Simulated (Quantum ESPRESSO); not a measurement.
## C: equation of state with LDA

The system is C.

```xyz
12
Lattice="2.5221 0.0000 0.0000 -1.2611 2.1842 0.0000 0.0000 0.0000 12.3557" Properties=species:S:1:pos:R:3 pbc="T T T"
C     1.2611    0.7281    4.3760
C     0.0000    1.4561   10.5539
C     1.2611    0.7281    1.8018
C     0.0000    1.4561    7.9797
C     1.2611    0.7281    5.9205
C     0.0000    1.4561   12.0983
C     1.2611    0.7281    0.2574
C     0.0000    1.4561    6.4352
C     0.0000    0.0000   10.0390
C     0.0000    0.0000    3.8612
C     0.0000    0.0000    8.4945
C     0.0000    0.0000    2.3167
```

This is a hexagonal form of diamond, not graphite.

```
Program             : Quantum ESPRESSO 7.5
Task                : equation of state
Functional          : LDA
Potentials or basis : GBRV 1.5 LDA
Cutoff              : 612 eV
Density cutoff      : 4898 eV
k mesh              : 12 × 12 × 3
Occupations         : fermi-dirac, width 0.05 eV
Spin                : no spin polarisation
```

| Property | Result |
| --- | --- |
| Equilibrium volume | 5.52 Å³/atom |
| Bulk modulus at fixed shape and positions | 464 GPa |
| Pressure derivative of the bulk modulus | 3.6 |

Energy against volume, from the lowest point:
| volume (Å³/atom) | energy (meV/atom) |
| --- | --- |
| 5.332 | 9.14 |
| 5.445 | 0.99 |
| 5.559 | 0.00 |
| 5.672 | 5.55 |
| 5.786 | 17.03 |
| 5.899 | 33.92 |
| 6.012 | 55.73 |

All runs of the series together: 2.2 min on 2 threads of Intel(R) Xeon(R) 6975P-C (Granite Rapids) (shared host).

Caveat: the cell was scaled at fixed shape and fractional positions, which overstates the stiffness of a crystal with free parameters, most of all of layers and chains.
